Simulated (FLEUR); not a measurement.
# InAs (F-43m) in FLEUR: a series of runs, part 2 of 2

FLEUR MaX-R8.1 (later development tree). The steps go on from the part before.

## 5. Equation of state, Wu-Cohen GGA, 27.49 Å³/atom

Changes to inp.xml since step 4:

```diff
@@ -24,3 +24,3 @@
       <xi:include xmlns:xi="http://www.w3.org/2001/XInclude" href="sym.xml"> </xi:include>
-      <bulkLattice scale="0.9864848297">
+      <bulkLattice scale="1.0000000000">
          <bravaisMatrix>
```

Launch:

```console
> inpgen -f crystal.txt -profile fastHighL
> # inp.xml edited to the form shown
> fleur_MPI
```

Wall time 2 min (1 thread of Arm Neoverse V2, shared host); peak memory 0.08 GiB.

Results (log left out):

```
Free energy                                           : -221586.5290 eV
Band gap on the k mesh                                : none (metal or under the smearing width)
Valence electrons inside the program's atomic spheres : In 18.66; As 18.83 (radii In 2.28, As 2.15 bohr)
```

## 6. Equation of state, Wu-Cohen GGA, 28.59 Å³/atom (volume scaled by 1.04)

Changes to inp.xml since step 5:

```diff
@@ -24,3 +24,3 @@
       <xi:include xmlns:xi="http://www.w3.org/2001/XInclude" href="sym.xml"> </xi:include>
-      <bulkLattice scale="1.0000000000">
+      <bulkLattice scale="1.0131594038">
          <bravaisMatrix>
```

Potentials or basis: all-electron, FLAPW.

Launch:

```console
> inpgen -f crystal.txt -profile fastHighL
> # inp.xml edited to the form shown
> fleur_MPI
```

Run time: 2.2 min. Hardware: 1 thread of Arm Neoverse V2, shared host; peak memory 0.08 GiB.

The run converged. Its results:

```yaml
Free_energy: -221586.5348 eV
Band_gap_on_the_k_mesh: none (metal or under the smearing width)
Valence_electrons_inside_the_program's_atomic_spheres: In 18.64; As 18.80 (radii In 2.28, As 2.15 bohr)
```

## 7. Equation of state, Wu-Cohen GGA, 29.14 Å³/atom (volume scaled by 1.06)

Changes to inp.xml since step 6:

```diff
@@ -24,3 +24,3 @@
       <xi:include xmlns:xi="http://www.w3.org/2001/XInclude" href="sym.xml"> </xi:include>
-      <bulkLattice scale="1.0131594038">
+      <bulkLattice scale="1.0196128224">
          <bravaisMatrix>
```

Launch:

```console
> inpgen -f crystal.txt -profile fastHighL
> # inp.xml edited to the form shown
> fleur_MPI
```

Wall time 2.3 min (1 thread of Arm Neoverse V2, shared host); peak memory 0.09 GiB.

The run converged. Its results:

* Free energy: -221586.5266 eV
* Band gap on the k mesh: none (metal or under the smearing width)
* Valence electrons inside the program's atomic spheres: In 18.63; As 18.79 (radii In 2.28, As 2.15 bohr)

## 8. Equation of state, Wu-Cohen GGA

This step only gathers the single runs of the series.

What came out:

```yaml
Equilibrium_volume: 28.23 Å³/atom
Bulk_modulus: 56 GPa
Pressure_derivative_of_the_bulk_modulus: "4.6 (rough: it moves with the points fitted)"
```

Energy against volume, from the lowest point:
| volume (Å³/atom) | energy (meV/atom) |
| --- | --- |
| 25.840 | 41.06 |
| 26.389 | 23.06 |
| 27.489 | 2.88 |
| 28.588 | 0.00 |
| 29.138 | 4.07 |

Zero-point motion and thermal expansion aren't in these numbers.

## 9. Comparison with measurements

Step 2. A measured gap of InAs is 0.418 eV (direct; 4.2 K; a printed reference work, data compilation); the calculated 0.00 eV misses it by -0.42 eV. Spin-orbit coupling on As, In is left out. The value is that of Wu-Cohen GGA, without temperature or zero-point motion.
